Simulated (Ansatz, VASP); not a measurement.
# Zn32HSe31N (N-H pair in ZnSe) in two plane-wave programs

Wanted: the spread between two codes on one cell, functional and k mesh. The cell is taken from a series of runs on this material, whose earlier steps may have relaxed, scaled, displaced or heated it; both programs get it as it stands.

Method: plane waves, with VASP 6.6.1 beside it; r2SCAN, in Ansatz 0.2.0.

## Step 1: Set-up

The cell holds 65 atoms: 32 Zn, 31 Se, 1 N and 1 H. Cell: a = 11.332 Å, b = 11.332 Å, c = 11.332 Å, α = 90.0°, β = 90.0°, γ = 90.0°. It derives from ZnSe (ZnSe (F-43m)). Nearest the centre at fractional (0.355, 0.355, 0.605): H65 at 0.59 Å, N64 at 0.75 Å, Zn22 at 2.27 Å, Zn15 at 2.27 Å, Zn29 at 2.27 Å, Zn8 at 2.73 Å, Se37 at 3.75 Å, Se35 at 3.75 Å.

## Step 2: VASP: single point, r2SCAN

A single point takes one fixed geometry, so differences don't come from the geometry; what else differs is listed under the comparison.

Lines of VASP's logs that name or quote its potential files are left out, and so is its time.

File INCAR:

```
SYSTEM = Zn32HSe31N
PREC = Accurate
ENCUT = 580
EDIFF = 1E-06
NELM = 120
ISMEAR = -1
SIGMA = 0.01
LREAL = Auto
ALGO = Normal
METAGGA = R2SCAN
LASPH = .TRUE.
NBANDS = 336
LORBIT = 11
LWAVE = .FALSE.
LCHARG = .FALSE.
ISIF = 2
ISYM = 0
GGA_COMPAT = .FALSE.
EFERMI = MIDGAP
LMIXTAU = .TRUE.
NCORE = 2
```

File POSCAR:

```
Zn32HSe31N
1.0
   11.3317134890      0.0000000000      0.0000000000
    0.0000000000      0.0000000000    -11.3317134890
    0.0000000000     11.3317134890      0.0000000000
Zn Se N H
32 31 1 1
Direct
    0.9999850000      0.0000600000      0.9988500000
    0.9957500000      0.2500800000      0.2455200000
    0.2500100000      0.9958200000      0.2455200000
    0.2497650000      0.2498400000      0.9968450000
    0.9957500000      0.9958200000      0.4997800000
    0.9999150000      0.2552400000      0.7516700000
    0.2551600000      0.9999800000      0.7516700000
    0.2161450000      0.2162200000      0.4659150000
    0.0044150000      0.4989050000      0.9970450000
    0.9999900000      0.7491500000      0.2497600000
    0.2551700000      0.5019800000      0.2496900000
    0.2503350000      0.7482100000      0.9979100000
    0.9999200000      0.5019800000      0.5049400000
    0.0044100000      0.7473500000      0.7486000000
    0.2781800000      0.4862100000      0.7359100000
    0.2497600000      0.7471500000      0.4995300000
    0.4988350000      0.0044900000      0.9970400000
    0.5019000000      0.2552400000      0.2496850000
    0.7490800000      0.0000600000      0.2497550000
    0.7481350000      0.2504000000      0.9979050000
    0.5019000000      0.9999800000      0.5049300000
    0.4861650000      0.2782500000      0.7359350000
    0.7472700000      0.0044900000      0.7486050000
    0.7470750000      0.2498400000      0.4995350000
    0.5022850000      0.5023700000      0.0004850000
    0.4988300000      0.7473500000      0.2541800000
    0.7472750000      0.4989050000      0.2541850000
    0.7505800000      0.7506500000      0.0003500000
    0.4861400000      0.4862100000      0.5279500000
    0.5022900000      0.7507800000      0.7520600000
    0.7507150000      0.5023700000      0.7520550000
    0.7481400000      0.7482100000      0.5001050000
    0.1250200000      0.1250900000      0.1237700000
    0.1217250000      0.3772400000      0.3714950000
    0.3771700000      0.1217950000      0.3714950000
    0.3750500000      0.3751300000      0.1231150000
    0.1217250000      0.1217950000      0.6269400000
    0.1321550000      0.3778100000      0.8686200000
    0.3777350000      0.1322300000      0.8686150000
    0.1261350000      0.6241300000      0.1252250000
    0.1250200000      0.8740800000      0.3747900000
    0.3777350000      0.6189250000      0.3819250000
    0.3766750000      0.8729400000      0.1226300000
    0.1321550000      0.6189250000      0.6275050000
    0.1261300000      0.8755300000      0.8738200000
    0.3766550000      0.6238350000      0.8735350000
    0.3750500000      0.8734200000      0.6248200000
    0.6240500000      0.1262100000      0.1252250000
    0.6188500000      0.3778100000      0.3819250000
    0.8740000000      0.1250900000      0.3747900000
    0.8728600000      0.3767500000      0.1226300000
    0.6188450000      0.1322300000      0.6275050000
    0.6237700000      0.3767400000      0.8735400000
    0.8754550000      0.1262100000      0.8738200000
    0.8733450000      0.3751300000      0.6248200000
    0.6257800000      0.6258500000      0.1269850000
    0.6240500000      0.8755300000      0.3759000000
    0.8754550000      0.6241300000      0.3759050000
    0.8753500000      0.8754200000      0.1251200000
    0.6237650000      0.6238350000      0.6264250000
    0.6257800000      0.8772800000      0.8755500000
    0.8772150000      0.6258500000      0.8755500000
    0.8728600000      0.8729400000      0.6264450000
    0.3931700000      0.3932100000      0.6429400000
    0.3251650000      0.3251800000      0.5749350000
```

File KPOINTS:

```
Points of the shifted mesh
1
Reciprocal
 0.2500000000  0.2500000000  0.2500000000 1
```

The projector-augmented-wave data sets are Zn, Se, N and H (PBE family, release 64).

On the command line:

```bash
mpirun -np 8 vasp_std
```

What it wrote:

```text
[banner, memory and clock lines left out]
running    8 mpi-ranks, on    1 nodes
[...]
|                                                                             |
|               ----> ADVICE to this user running VASP <----                  |
|                                                                             |
|     You enforced a specific xc type in the INCAR file but a different       |
|     [... a line on the potential file left out ...]
|     I HOPE YOU KNOW WHAT YOU ARE DOING!                                     |
|                                                                             |

 LDA part: xc-table for (None), standard interpolation
 POSCAR, INCAR and KPOINTS ok, starting setup
[...]
entering main loop
       N       E                     dE             d eps       ncg     rms          rms(c)
DAV:   1     0.531920298527E+04    0.53192E+04   -0.26719E+05   672   0.218E+03
DAV:   2     0.325967637179E+03   -0.49932E+04   -0.48611E+04   672   0.543E+02
DAV:   3    -0.774248518999E+03   -0.11002E+04   -0.10420E+04   712   0.213E+02
DAV:   4    -0.881823621761E+03   -0.10758E+03   -0.10609E+03   752   0.640E+01
[...]
DAV:  22    -0.792780178982E+03   -0.69079E-05   -0.24501E-06   536   0.550E-03    0.590E-03
DAV:  23    -0.792780182545E+03   -0.35632E-05   -0.60586E-07   392   0.271E-03    0.344E-03
DAV:  24    -0.792780183111E+03   -0.56569E-06   -0.21649E-07   360   0.128E-03
   1 F= -.79278018E+03 E0= -.79278018E+03  d E =0.000000E+00
```

OUTCAR, selected parts (step 2):

```text
  Total       -6.0416890     -6.0388171     -6.0479930     -2.7521293      2.7483379      2.7444420
  in kB       -6.6524588     -6.6492965     -6.6594000     -3.0303490      3.0261744      3.0218846
  external PRESSURE =      -6.6537185 kB  Pullay stress =       0.0000000 kB

 POSITION                                       TOTAL-FORCE (eV/Angst)
 -----------------------------------------------------------------------------------
     11.33154     11.31868     -0.00068         0.000762      0.010848     -0.001074
     11.28355      2.78216     -2.83383        -0.001881     -0.002157     -0.004141
      2.83304      2.78216    -11.28435         0.003482     -0.002492      0.001296
      2.83027     11.29596     -2.83112         0.001655      0.007720     -0.000237
     11.28355      5.66336    -11.28435        -0.000988      0.000778      0.000483
     11.33075      8.51771     -2.89231         0.008843     -0.008667     -0.005982
      2.89140      8.51771    -11.33149         0.005377     -0.008840     -0.008266
      2.44929      5.27962     -2.45014         0.116282      0.114404     -0.116236
      0.05003     11.29823     -5.65345        -0.002081     -0.000225      0.005899
     11.33160      2.83021     -8.48915         0.000452      0.000646     -0.006452
      2.89151      2.82942     -5.68829         0.003420      0.008448      0.003585
      2.83672     11.30803     -8.47850        -0.000699      0.006435     -0.005470
     11.33081      5.72184     -5.68829         0.007477      0.005595      0.005057
      0.04997      8.48292     -8.46876        -0.006315     -0.010725      0.004255
[...]
-----------------------------------------------------------------------------------
    total drift:                               -0.015567      0.042085      0.028087

  FREE ENERGIE OF THE ION-ELECTRON SYSTEM (eV)
  ---------------------------------------------------
  free  energy   TOTEN  =      -792.7801831112 eV

  energy  without entropy=     -792.7801831112  energy(sigma->0) =     -792.78018311

[... 2 further parts left out ...]
```

The run ends at a pressure of -0.67 GPa, with forces up to 4.4 eV/Å.

## Step 3: Ansatz: single point, r2SCAN

Ansatz runs on its default PAW (the set named soft_2) files.

The same cell, functional, mesh and smearing now go to Ansatz.

File input.yaml:

```yaml
crystal:
  lattice:
    - [11.33171349, 0.0, 0.0]
    - [0.0, 0.0, -11.33171349]
    - [0.0, 11.33171349, 0.0]
  atoms:
    - { symbol: Zn, position: [-7.454e-06, 5.6041e-05, -0.001162741] }
    - { symbol: Zn, position: [-0.004243957, 0.250082733, 0.245510745] }
    - { symbol: Zn, position: [0.250013775, -0.004181734, 0.245505828] }
    - { symbol: Zn, position: [0.249769809, 0.249841376, -0.003161925] }
    - { symbol: Se, position: [0.125025519, 0.12509272, 0.123764064] }
    - { symbol: Se, position: [0.121731676, 0.377244896, 0.371486349] }
    - { symbol: Se, position: [0.377180058, 0.121788218, 0.371477939] }
    - { symbol: Se, position: [0.375059738, 0.375127758, 0.123114137] }
    - { symbol: Zn, position: [-0.004237767, -0.004182406, 0.499780986] }
    - { symbol: Zn, position: [-8.4056e-05, 0.25524089, 0.751662145] }
    - { symbol: Zn, position: [0.255173569, -1.8916e-05, 0.751655758] }
    - { symbol: Zn, position: [0.216160515, 0.216221095, 0.465901301] }
    - { symbol: Se, position: [0.121735005, 0.121803142, 0.626927418] }
    - { symbol: Se, position: [0.13216167, 0.377807754, 0.868611789] }
    - { symbol: Se, position: [0.377742871, 0.132226262, 0.868611528] }
    - { symbol: "N", position: [0.393168779, 0.39321371, 0.642943324] }
    - { symbol: Zn, position: [0.004423689, 0.498907804, -0.00296602] }
    - { symbol: Zn, position: [-2.6e-06, 0.749147646, 0.249751222] }
    - { symbol: Zn, position: [0.2551761, 0.501984532, 0.249685796] }
    - { symbol: Zn, position: [0.250336463, 0.748212086, -0.002102465] }
    - { symbol: Se, position: [0.126143906, 0.624126819, 0.125216658] }
    - { symbol: Se, position: [0.125027343, 0.874077859, 0.374782846] }
    - { symbol: Se, position: [0.377744336, 0.618924134, 0.381918666] }
    - { symbol: Se, position: [0.37668371, 0.872943216, 0.122620176] }
    - { symbol: Zn, position: [-7.7117e-05, 0.501978204, 0.50492595] }
    - { symbol: Zn, position: [0.004423821, 0.74734657, 0.748594305] }
    - { symbol: Zn, position: [0.278182441, 0.486223908, 0.735907642] }
    - { symbol: Zn, position: [0.249774684, 0.747150092, 0.499524062] }
    - { symbol: Se, position: [0.132160679, 0.618925461, 0.627498622] }
    - { symbol: Se, position: [0.126142296, 0.87552938, 0.873813783] }
    - { symbol: Se, position: [0.376665544, 0.623839011, 0.873528235] }
    - { symbol: Se, position: [0.37506279, 0.873416468, 0.624814009] }
    - { symbol: Zn, position: [0.49884368, 0.004489515, -0.002970155] }
    - { symbol: Zn, position: [0.501910778, 0.255237135, 0.249676898] }
    - { symbol: Zn, position: [0.749085576, 5.6381e-05, 0.249746654] }
    - { symbol: Zn, position: [0.748145899, 0.250400845, -0.002105527] }
    - { symbol: Se, position: [0.624064741, 0.126208669, 0.125215331] }
    - { symbol: Se, position: [0.618858446, 0.377806135, 0.381915141] }
    - { symbol: Se, position: [0.874012139, 0.125091392, 0.374783808] }
    - { symbol: Se, position: [0.872873733, 0.376746278, 0.122624512] }
    - { symbol: Zn, position: [0.501910274, -1.8929e-05, 0.504924153] }
    - { symbol: Zn, position: [0.486164762, 0.278248657, 0.735935599] }
    - { symbol: Zn, position: [0.747282482, 0.004487775, 0.748598155] }
    - { symbol: Zn, position: [0.74708498, 0.249836793, 0.49952858] }
    - { symbol: Se, position: [0.618854896, 0.132227244, 0.62749685] }
    - { symbol: Se, position: [0.623777274, 0.376735189, 0.873532114] }
    - { symbol: Se, position: [0.875464031, 0.126206324, 0.873813212] }
    - { symbol: Se, position: [0.873353662, 0.375129083, 0.624812792] }
    - { symbol: Zn, position: [0.502292093, 0.502365442, 0.000477629] }
    - { symbol: Zn, position: [0.498836224, 0.747352264, 0.25417335] }
    - { symbol: Zn, position: [0.747285389, 0.498902404, 0.254175738] }
    - { symbol: Zn, position: [0.75059301, 0.750653316, 0.000344574] }
    - { symbol: Se, position: [0.625787274, 0.625854672, 0.126977395] }
    - { symbol: Se, position: [0.624064738, 0.875526274, 0.375894232] }
    - { symbol: Se, position: [0.875461658, 0.624126801, 0.375895461] }
    - { symbol: Se, position: [0.875359502, 0.875421229, 0.125112983] }
    - { symbol: Zn, position: [0.486139647, 0.48620228, 0.52794959] }
    - { symbol: Zn, position: [0.502298469, 0.750782881, 0.752048605] }
    - { symbol: Zn, position: [0.75071549, 0.502369211, 0.752045028] }
    - { symbol: Zn, position: [0.748146467, 0.748207711, 0.500095614] }
    - { symbol: Se, position: [0.62376688, 0.623833276, 0.626413446] }
    - { symbol: Se, position: [0.62578948, 0.877284355, 0.875542642] }
    - { symbol: Se, position: [0.877220544, 0.625853317, 0.8755415] }
    - { symbol: Se, position: [0.872868556, 0.87294109, 0.626438357] }
    - { symbol: H, position: [0.325154052, 0.325180751, 0.574952542] }
basis:
  ecutwfc: 500
  xc_grid: 2
hamiltonian:
  xc: r2scan
kpoints:
  mp_grid: { grid: [1, 1, 1], shift: [0.25, 0.25, 0.25] }
scf:
  occupations: { method: fermi_dirac, width: 0.01 }
  max_iter: 120
output:
  forces: true
checkpoint:
  read: "../relax.run"
```

On the command line:

```bash
ansatz run input.yaml --threads 32 --pin off --max-ram 84787MiB --backend cuda --events-out ev --progress --plain --runs-dir out --max-vram 78GiB
```

What it wrote:

```text
Warning: checkpoint.read: the run can stay near the saved state's solution: 5 site(s) moved relative to the saved geometry (max |Δs| = 1.476e-2 fractional); the SCF starts from the saved state under ` [...]
Engine: ansatz 0.2.0, aarch64-unknown-linux-gnu
[...]
Pseudopotential: Zn, paw, valence charge 12, recommended cutoff 500 eV (meta_gga), Zn.paw.azcp
Pseudopotential: Se, paw, valence charge 16, recommended cutoff 500 eV (meta_gga), Se.paw.azcp
Pseudopotential: N, paw, valence charge 5, recommended cutoff 500 eV (meta_gga), N.paw.azcp
Pseudopotential: H, paw, valence charge 1, recommended cutoff 500 eV (meta_gga), H.paw.azcp
Functional definition: r2SCAN
[...]
Crystal: 65 atoms, lattice volume = 1455.080 Å³
Basis set: ecut = 500 eV, 37073 PW (Γ), exchange–correlation on 180×180×180 points (8 copies of the dense FFT grid, shifted against one another)
Bands: 508, of which v1, the nominal top of the filled ones, is band 443 counted from 1 (442 counted from 0)
[...]
SCF iter   2: F=—  HF=-276695.882730 eV  |Δ(HF+E_count)|=   1.29e-1  Δρ=3.07e-3  dr2=5.84e-2  dr2_τ=2.78e-2  Hψ=922
[...]
SCF iter   8: F=—  HF=-276695.883785 eV  |Δ(HF+E_count)|=   5.96e-7  Δρ=4.10e-6  dr2=2.37e-7  dr2_τ=9.51e-9  Hψ=951
SCF iter   9: F=-276695.883785 eV  HF=-276695.883785 eV  |Δ(HF+E_count)|=   2.04e-8  Δρ=2.12e-6  dr2=5.59e-8  dr2_τ=1.28e-9  Hψ=1841
SCF 1 converged in 9 iterations: F = -276695.883785 eV  dr2 = 5.59e-8
[...]
SCF converged after 9 iterations
Free energy (F): -276695.883785 eV
[...]
Fermi energy:    7.535821 eV
--- Per-component energies (eV) ---
[...]
--- Forces (eV/Å), atoms counted from 1 ---
[...]
```

## Step 4: Side by side

Known differences besides the potentials themselves: VASP keeps PBE cores, Ansatz makes them for the functional; the data sets hold 886 valence electrons in Ansatz (on its default PAW (the set named soft_2) files) and 576 in VASP; the cutoff is 500 eV in Ansatz and 580 eV in VASP (PREC = Accurate, projectors in real space). Total energies have different zeros and are not compared.

The two programs side by side:

```
              quantity  Ansatz   VASP  difference
gap on the k mesh (eV)   2.690  2.696      -0.006
```

Forces on 7 of the 65 atoms, those with the largest forces and the largest differences (eV/Å; atoms numbered as in POSCAR):

```
atom         Ansatz x, y, z           VASP x, y, z
 Zn8   0.105, 0.105, -0.105   0.116, 0.114, -0.116
Zn15  -0.105, -0.041, 0.041  -0.126, -0.013, 0.022
Zn22  -0.041, -0.041, 0.105  -0.022, -0.014, 0.127
Zn29  -0.041, -0.105, 0.041  -0.019, -0.125, 0.019
Se35  -0.002, -0.043, 0.043   0.006, -0.046, 0.044
 N64  -2.408, -2.408, 2.407  -2.418, -2.419, 2.417
 H65   2.565, 2.564, -2.566   2.553, 2.552, -2.554
```

The forces differ by 6.6 meV/Å r.m.s., which is 1.5 % of the r.m.s. force of 0.437 eV/Å (both taken over all components). A gap on the mesh is an upper bound, since the band edges may lie between its points.

## Step 5: Outcome

```json
{
 "r.m.s. force difference (single point, r2SCAN)": "1.5 % of the r.m.s. force"
}
```

The r.m.s. force difference is 1.5 % of the r.m.s. force (single point, r2SCAN), within the 3 % picked in this series as the mark of a large difference. The data sets hold unlike numbers of valence electrons (886 in Ansatz and 576 in VASP), so part of the differences may come from the potentials. How closely two codes agree says nothing of how well the functional describes the real material.

[Lines on the potential files, build, host, timing and source positions are cut from VASP's logs without a mark.]

[Logs are printed without paths, hosts, clocks, repeated set-up lines and the standing remarks that a program may print on its own settings, such as how far it seeks lower states.]

[Hosts, paths, dates, database ids (printed as entryN), source tags and the programs' standing remarks are cut or masked in the printed files.]
